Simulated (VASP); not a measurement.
# Dy (P6_3/mmc) in VASP: equation of state, part 2 of 2

VASP 6.6.1. Earlier steps stand in the parts before.

### 3 Equation of state, PBE, collinear spin, ferromagnetic start, 30.26 Å³/atom (volume scaled by 0.96)

The input, INCAR:

```
SYSTEM = Dy
PREC = Accurate ; ENCUT = 520
EDIFF = 1E-7 ; ISMEAR = -1
SIGMA = 0.05 ; LREAL = .False.
LASPH = .True. ; NELM = 150
ALGO = Normal ; ISIF = 2
LWAVE = .False. ; LCHARG = .False.
ISPIN = 2 ; MAGMOM = 5 5
LORBIT = 11 ; LMAXMIX = 6
GGA = PE ; NBANDS = 31
```

The input, KPOINTS:

```
regular mesh
0
Gamma
  9 9 5
  0 0 0
```

The input, POSCAR:

```
Dy
1.0
    3.5417764842      0.0000000000      0.0000000000
   -1.7708882421      3.0672684098      0.0000000000
    0.0000000000      0.0000000000      5.5711730759
Dy
2
Direct
    0.6666666667      0.3333333333      0.7500000000
    0.3333333333      0.6666666667      0.2500000000
```

Potentials or basis: VASP PAW PBE potentials, release 64 (Dy).

Run with:

```
> cat potpaw_PBE.64/Dy/POTCAR > POTCAR
> mpirun -np 1 vasp_std > vasp.out
```

OUTCAR:

```text
SYSTEM = Dy
   PREC = Accurate
   ENCUT = 520
   EDIFF = 1E-7
   ISMEAR = -1
   LREAL = .False.
   LASPH = .True.
   NELM = 150
   ISIF = 2
   ISPIN = 2
   LORBIT = 11
   GGA = PE

 Found     36 irreducible k-points:

 Following reciprocal coordinates:
            Coordinates               Weight
  0.000000  0.000000  0.000000      1.000000
  0.111111  0.000000  0.000000      6.000000
  0.222222  0.000000  0.000000      6.000000
  0.333333 -0.000000  0.000000      6.000000
  0.444444  0.000000  0.000000      6.000000
  0.111111  0.111111  0.000000      6.000000
   k-points           NKPTS =     36   k-points in BZ     NKDIM =     36   number of bands    NBANDS=     31
   number of dos      NEDOS =    301   number of ions     NIONS =      2
   total plane-waves  NPLWV =  32928
   dimension x,y,z NGX =    28 NGY =   28 NGZ =   42
   dimension x,y,z NGXF=    56 NGYF=   56 NGZF=   84
   ions per type =               2
   NGX,Y,Z   is equivalent  to a cutoff of  13.14, 13.14, 12.53 a.u.
   NGXF,Y,Z  is equivalent  to a cutoff of  26.29, 26.29, 25.07 a.u.
 SYSTEM =  Dy
   PREC   = accura    normal or accurate (medium, high low for compatibility)
   ISTART =      0    job   : 0-new  1-cont  2-samecut
   ICHARG =      2    charge: 1-file 2-atom 10-const
   ISPIN  =      2    spin polarized calculation?
   LNONCOLLINEAR =      F non collinear calculations
   LSORBIT =      F    spin-orbit coupling
   LASPH  =      T    aspherical Exc in radial PAW
   ENCUT  =  520.0 eV  38.22 Ry    6.18 a.u.   6.59  6.59 10.36*2*pi/ulx,y,z
   NELM   =    150;   NELMIN=  2; NELMDL= -5     # of ELM steps
   EDIFF  = 0.1E-06   stopping-criterion for ELM
   LREAL  =      F    real-space projection
   EDIFFG = 0.1E-05   stopping-criterion for IOM
   NSW    =      0    number of steps for IOM
   IBRION =     -1    ionic relax: 0-MD 1-quasi-New 2-CG
   NFREE  =      0    steps in history (QN), initial steepest desc. (CG)
   ISIF   =      2    stress and relaxation
   ISYM   =      2    0-nonsym 1-usesym 2-fastsym
   POTIM  = 0.5000    time-step for ionic-motion
   TEBEG  =    0.0;   TEEND  =   0.0 temperature during run
   PSTRESS=    0.0 pullay stress
   NELECT =      40.0000    total number of electrons
   NUPDOWN=      -1.0000    fix difference up-down
   EMIN   =  10.00;   EMAX   =-10.00  energy-range for DOS
   EFERMI =   0.00;   METHOD = LEGACY
   ISMEAR =    -1;   SIGMA  =   0.05  broadening in eV -4-tet -1-fermi 0-gaus
[... 30 lines left out ...]
  ---------------------------------------------------
  free energy    TOTEN  =       -15.71498199 eV

  energy without entropy =      -15.61388118  energy(sigma->0) =      -15.66443158

 E-fermi :   2.9431     XC(G=0): -10.3424

 val. band max:        2.9368722861   @ k =   0.2222   0.1111   0.4000
 cond. band min:       2.9447305798   @ k =   0.2222   0.0000   0.2000
 fundamental gap:      0.0078582937
 Fermi energy:         2.9430749505

 spin component 1

 k-point     1 :       0.0000    0.0000    0.0000
  band No.  band energies     occupation
      1     -44.1393      1.00000
      2     -44.0599      1.00000
      3     -20.4994      1.00000
      4     -19.6504      1.00000
      5     -19.6504      1.00000
      6     -19.6503      1.00000
[... 193 lines left out ...]
     30       5.9456      0.00000
     31       6.1446      0.00000

 [... further k-points ...]

 spin component 2

 k-point     1 :       0.0000    0.0000    0.0000
  band No.  band energies     occupation
      1     -42.0523      1.00000
      2     -41.9595      1.00000
      3     -19.0252      1.00000
      4     -18.1523      1.00000
      5     -18.1523      1.00000
      6     -18.0519      1.00000
[... 193 lines left out ...]
     30       6.5750      0.00000
     31       6.7622      0.00000

 [... further k-points ...]
[... 5 lines left out ...]
  --------------------------------------------------------------------------------------
  -------------------------------------------------------------------------------------
  Total        0.9835055      0.9835055      1.6533431      0.0000000     -0.0000000      0.0000000
  in kB       26.0356122     26.0356122     43.7677258      0.0000000     -0.0000000      0.0000000
  external PRESSURE =      31.9463167 kB  Pullay stress =       0.0000000 kB

 VOLUME and BASIS-vectors are now :
 -----------------------------------------------------------------------------
  energy-cutoff  :      520.00
  volume of cell :       60.52
      direct lattice vectors                 reciprocal lattice vectors
     3.541776484  0.000000000  0.000000000     0.282344186  0.163011492  0.000000000
    -1.770888242  3.067268410  0.000000000     0.000000000  0.326022984  0.000000000
     0.000000000  0.000000000  5.571173076     0.000000000  0.000000000  0.179495411

 POSITION                                       TOTAL-FORCE (eV/Angst)
 -----------------------------------------------------------------------------------
      1.77089      1.02242      4.17838        -0.000000      0.000000      0.000000
     -0.00000      2.04485      1.39279         0.000000     -0.000000      0.000000
 -----------------------------------------------------------------------------------
    total drift:                               -0.000000      0.000000     -0.000000

  FREE ENERGIE OF THE ION-ELECTRON SYSTEM (eV)
  ---------------------------------------------------
  free  energy   TOTEN  =       -15.7149819853 eV

  energy  without entropy=      -15.6138811814  energy(sigma->0) =      -15.66443158

 total charge

# of ion       s       p       d       f       tot
--------------------------------------------------
    1        2.171   5.807   0.559   9.253  17.791
    2        2.171   5.807   0.559   9.253  17.791
--------------------------------------------------
tot          4.343  11.615   1.117  18.506  35.581

 magnetization (x)

# of ion       s       p       d       f       tot
--------------------------------------------------
    1        0.010  -0.046   0.078   4.591   4.634
    2        0.010  -0.046   0.078   4.591   4.634
--------------------------------------------------
tot          0.020  -0.092   0.156   9.183   9.267
```

stdout:

```text
POSCAR found type information on POSCAR Dy
 POSCAR found :  1 types and       2 ions
 scaLAPACK will be used
 LDA part: xc-table for (Slater+PW92), standard interpolation
 POSCAR, INCAR and KPOINTS ok, starting setup
 FFT: planning ... GRIDC
 FFT: planning ... GRID_SOFT
 FFT: planning ... GRID
 WAVECAR not read
 entering main loop
```

Run time: 9.2 min. Hardware: 1 thread of Intel Xeon Platinum 8488C (Sapphire Rapids), shared host; peak memory 0.28 GiB.

Results:

- Free energy: -15.7150 eV
- Pressure: 3.2 GPa
- Band gap on the k mesh: none (metal or under the smearing width)
- Net moment: 9.61 μB per cell
- Site moments: Dy +4.63 μB
- Valence electrons inside the program's atomic spheres: Dy 17.79

Caveat: the magnetic or orbital state may not be the lowest; spin-orbit coupling is left out, which moves the levels of the heavy elements.

### 4 Equation of state, PBE, collinear spin, ferromagnetic start, 30.89 Å³/atom (volume scaled by 0.98)

The input, INCAR:

```
ALGO = Normal
EDIFF = 1E-7
ENCUT = 520
GGA = PE
ISIF = 2
ISMEAR = -1
ISPIN = 2
LASPH = True
LCHARG = False
LMAXMIX = 6
LORBIT = 11
LREAL = False
LWAVE = False
MAGMOM = 5 5
NBANDS = 31
NELM = 100
PREC = Accurate
SIGMA = 0.05
```

The input, KPOINTS:

```
k-points
0
Gamma
  9 9 5
```

The input, POSCAR:

```
Dy
1.0
    3.5662033008      0.0000000000      0.0000000000
   -1.7831016504      3.0884226535      0.0000000000
    0.0000000000      0.0000000000      5.6095961734
Dy
2
Direct
    0.6666666667      0.3333333333      0.7500000000
    0.3333333333      0.6666666667      0.2500000000
```

Run with:

```
> cat potpaw_PBE.64/Dy/POTCAR > POTCAR
> mpirun -np 1 vasp_std > vasp.out
```

It took 6.4 min on 1 thread of Intel Xeon Platinum 8488C (Sapphire Rapids), shared host; peak memory 0.27 GiB.

The run converged. Its results:

```yaml
Free_energy: -15.7380 eV
Pressure: 2.5 GPa
Band_gap_on_the_k_mesh: none (metal or under the smearing width)
Net_moment: 9.62 μB per cell
Site_moments: Dy +4.63 μB
Valence_electrons_inside_the_program's_atomic_spheres: Dy 17.78
```

Caveat: the magnetic or orbital state may not be the lowest; spin-orbit coupling is left out, which moves the levels of the heavy elements.

### 5 Equation of state, PBE, collinear spin, ferromagnetic start, 32.15 Å³/atom (volume scaled by 1.02)

The input, INCAR:

```
SYSTEM = Dy
PREC     = Accurate       ! precision mode
ENCUT    = 520            ! plane-wave cutoff, eV
EDIFF    = 1E-7           ! SCF threshold, eV
ISMEAR   = -1             ! smearing method
SIGMA    = 0.05           ! smearing width, eV
LREAL    = .False.        ! projectors in reciprocal space
LASPH    = .True.         ! aspherical terms in the spheres
NELM     = 120            ! most SCF steps
ALGO     = Normal         ! electronic algorithm
ISIF     = 2              ! what is computed and relaxed
LWAVE    = .False.        ! write WAVECAR
LCHARG   = .False.        ! write CHGCAR
ISPIN    = 2              ! spin polarisation
MAGMOM   = 5 5            ! initial moments
LORBIT   = 11             ! projections on sites
LMAXMIX  = 6              ! l up to which the mixer works
GGA      = PE             ! functional
NBANDS   = 31             ! bands
```

The input, KPOINTS:

```
regular mesh
0
Gamma
  9 9 5
  0 0 0
```

The input, POSCAR:

```
Dy
1.0
    3.6140775141      0.0000000000      0.0000000000
   -1.8070387571      3.1298829385      0.0000000000
    0.0000000000      0.0000000000      5.6849017522
Dy
2
Direct
    0.6666666667      0.3333333333      0.7500000000
    0.3333333333      0.6666666667      0.2500000000
```

Run with:

```
> cat potpaw_PBE.64/Dy/POTCAR > POTCAR
> mpirun -np 1 vasp_std > vasp.out
```

Wall time 10 min (1 thread of Intel Xeon Platinum 8488C (Sapphire Rapids), shared host); peak memory 0.29 GiB.

The run converged. Its results:

```
Free energy                                           : -15.7686 eV
Pressure                                              : 1.3 GPa
Band gap on the k mesh                                : none (metal or under the smearing width)
Net moment                                            : 9.65 μB per cell
Site moments                                          : Dy +4.63 μB
Valence electrons inside the program's atomic spheres : Dy 17.76
```

Caveat: the magnetic or orbital state may not be the lowest; spin-orbit coupling is left out, which moves the levels of the heavy elements.

### 6 Equation of state, PBE, collinear spin, ferromagnetic start

Potentials or basis: VASP PAW PBE potentials, release 64 (Dy).

This step only gathers the single runs of the series.

What came out:

```
Equilibrium volume                        : 33.90 Å³/atom (rough: see the caveat)
Bulk modulus at fixed shape and positions : 23 GPa (rough)
```

Energy against volume, from the lowest point:
| volume (Å³/atom) | energy (meV/atom) |
| --- | --- |
| 29.631 | 41.22 |
| 30.261 | 26.79 |
| 30.892 | 15.28 |
| 31.522 | 6.44 |
| 32.153 | 0.00 |

Caveat: the magnetic or orbital state may not be the lowest; the minimum lies outside the volumes run; the cell was scaled at fixed shape and fractional positions, which overstates the stiffness of a crystal with free parameters, most of all of layers and chains; spin-orbit coupling is left out, which moves the levels of the heavy elements. The state reached can hang on the start; a lower one may exist.
